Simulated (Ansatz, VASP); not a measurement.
Pt in VASP and in Ansatz

```xyz
1
Lattice="0.0000 1.9285 1.9579 1.9285 0.0000 1.9579 1.9285 1.9285 0.0000" Properties=species:S:1:pos:R:3 pbc="T T T"
Pt    0.0000    0.0000    0.0000
```

Change from the starting cell: strain -0.015 along x and y, +0.000 along z, atoms carried along.

Alike in both runs: task single point; functional PBEsol; k mesh 20 × 20 × 20; occupations gaussian, width 0.15 eV; no spin polarisation.

|  | VASP | Ansatz |
| --- | --- | --- |
| version | VASP 6.6.1 | Ansatz 0.2.0 |
| potentials or method | VASP PAW PBE potentials, release 64 (Pt) | scalar-relativistic, plane waves, PAW |
| plane-wave cutoff (eV) | 520 | 420 |
| valence electrons in the cell | 10 | 18 |

|  | VASP | Ansatz | Ansatz less VASP |
| --- | --- | --- | --- |
| gap on the k mesh at the Fermi level (eV) | none | none | - |
| pressure (GPa) | 9.7 | 10.1 | +0.42 |
| largest component of the traceless stress (GPa) | 1.28 | 1.28 | +0.005 |

A gap of «none» marks a metal or a gap that the smearing closes. The functional is the same, so the differences come from potentials, cutoffs and numerics. The two sets of potentials don't hold the same shells in valence.

Caveats: the PAW data sets were made with another functional, which shifts forces and pressure a little (VASP). Spin-orbit coupling is left out, which matters for the levels of Pt.
